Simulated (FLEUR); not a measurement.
# Au: equation of state with RPBE

Crystal: Au.

```
CELL_PARAMETERS angstrom
0.00000 2.03500 2.03500
2.03500 0.00000 2.03500
2.03500 2.03500 0.00000
ATOMIC_POSITIONS crystal
Au 0.00000 0.00000 0.00000
```

```yaml
Program: FLEUR MaX-R8.1 (later development tree)
Task: equation of state
Functional: RPBE
Potentials_or_basis: all-electron
Basis: FLAPW
Kmax: 3.8 1/bohr
k_mesh: 11 × 11 × 11
Occupations: fermi-dirac, width 0.05 eV
Spin: no spin polarisation
Gmax: 11.8 1/bohr
Muffin-tin_radii: Au 2.47 bohr
lmax: Au 10
Local_orbitals_a_species: Au 5
```

The equilibrium volume is 18.50 Å³/atom (rough: see the caveat) and the bulk modulus is 117 GPa (rough).

Energy against volume, from the lowest point:
```
volume (Å³/atom)  energy (meV/atom)
          15.843             196.06
          16.181             139.47
          16.855              58.64
          17.529              12.64
          17.866               0.00
```

Caveat: the minimum lies outside the volumes run. Spin-orbit coupling is left out, which matters for the levels of Au.
